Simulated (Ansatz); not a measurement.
**SiNi2: uniaxial strain along c**

An exercise on one series of results from a longer session: the logs are not shown, and one member is left open.

Program: Ansatz 0.2.0. Level of theory: DFT r2SCAN, scalar-relativistic, plane waves, PAW. These are calculated values, not measurements.

### Starting point

Symmetry: P6_3/mmc, No. 194, hexagonal system. Conventional cell: a = 3.870 Å, b = 3.870 Å, c = 4.927 Å, α = 90.00°, β = 90.00°, γ = 120.00°. Si (site symmetry -6m2) is surrounded by 11 Ni at 2.23 to 2.55 Å. Ni (site symmetry -3m) has 8 Ni at 2.46 to 2.55 Å and 6 Si at 2.55 Å as nearest neighbours. Around Ni (site symmetry -6m2) lie 5 Si at 2.23 to 2.46 Å and 6 Ni at 2.55 Å.

Coordinates:

```cif
data_structure
_symmetry_space_group_name_H-M 'P6_3/mmc'
_symmetry_Int_Tables_number 194
_cell_length_a 3.8695
_cell_length_b 3.8695
_cell_length_c 4.9268
_cell_angle_alpha 90.000
_cell_angle_beta 90.000
_cell_angle_gamma 120.000
_cell_volume 63.89
loop_
_atom_site_label
_atom_site_type_symbol
_atom_site_symmetry_multiplicity
_atom_site_Wyckoff_symbol
_atom_site_fract_x
_atom_site_fract_y
_atom_site_fract_z
_atom_site_occupancy
Si1 Si 2 d 0.33333 0.66667 0.75000 1
Ni1 Ni 2 a 0.00000 0.00000 0.00000 1
Ni2 Ni 2 c 0.33333 0.66667 0.25000 1
```

It is the result of an earlier relaxation at this level (volume 10.65 Å³/atom; gap on the mesh: none (metal)).

The unstrained cell comes from an earlier run at this level (6 atoms, E(σ→0) -24662.1677 eV, gap none (metal)).

Set-up of the first run:

input.yaml reads:

```yaml
crystal:
  lattice:
    - [3.8888932308, 0.0, 0.0]
    - [-1.9444466154, 3.3678803304, 0.0]
    - [0.0, 0.0, 4.8282749128]
  atoms:
    - { symbol: Si, position: [0.3333333333, 0.6666666667, 0.75] }
    - { symbol: Si, position: [0.6666666667, 0.3333333333, 0.25] }
    - { symbol: Ni, position: [0.0, 0.0, 0.0] }
    - { symbol: Ni, position: [0.0, 0.0, 0.5] }
    - { symbol: Ni, position: [0.3333333333, 0.6666666667, 0.25] }
    - { symbol: Ni, position: [0.6666666667, 0.3333333333, 0.75] }
basis:
  ecutwfc: 500
kpoints:
  mp_grid: { grid: [12, 12, 8] }
hamiltonian:
  xc: r2scan
scf:
  occupations: { method: gaussian, width: 0.1 }
output:
  forces: true
  stress: true
  eigenvalues: true
relax:
  adjacent_minimum: "off"
  f_tol: 0.008
  max_steps: 40
  cell: { stress_tol: 0.015, fix: [c, angles] }
```

On the command line:

```console
$ ansatz run input.yaml --threads 1 --pin off --max-ram 2560MiB --backend cpu --events-out ev --progress --plain --runs-dir out
```

Steps of the session up to this table: The cell strained by -2.0 %; Strain +2.0 %; The cell strained by -4.0 %; Strain +4.0 %; At -6.0 %; Strain +6.0 %.

One table of the session follows, with a row left open; its other results are not shown here.

Lengths are those of the vectors of the cell that was run; stresses in GPa:

| strain (%) | ΔE (meV/atom) | a (Å) | b (Å) | c (Å) |
| --- | --- | --- | --- | --- |
| -6.0 | 47.8 | 3.919 | 3.919 | 4.631 |
| -4.0 | ? | ? | ? | ? |
| -2.0 | 4.5 | 3.886 | 3.886 | 4.828 |
| +0.0 | 0.0 | 3.870 | 3.870 | 4.927 |
| +2.0 | 3.9 | 3.854 | 3.854 | 5.025 |
| +4.0 | 14.2 | 3.839 | 3.839 | 5.124 |
| +6.0 | 29.4 | 3.824 | 3.824 | 5.222 |

**Question.** Estimate the row for strain (%) = -4.0.

Worked estimate for «ΔE (meV/atom)». A straight line through the neighbours (-6.0, 47.8) and (-2.0, 4.5) gives 47.8 + (4.5 − 47.8) × (-4.0 + 6.0) / (-2.0 + 6.0) = 26.1; a parabola fitted to 3 rows on both sides gives 20.4.

The run gave: ΔE (meV/atom): 19.5; a (Å): 3.902; b (Å): 3.902; c (Å): 4.730. In «ΔE (meV/atom)» the line misses by +6.6 and the parabola by +0.9.

ΔE is over the unstrained cell. Stress in GPa, positive in compression, on the Cartesian axes of the input. 

Caveats from the session: Spin polarisation is off in the runs that give these values; a magnetic solution could lie lower. Warnings in the runs' records: symmetry narrowed by cell relaxation.
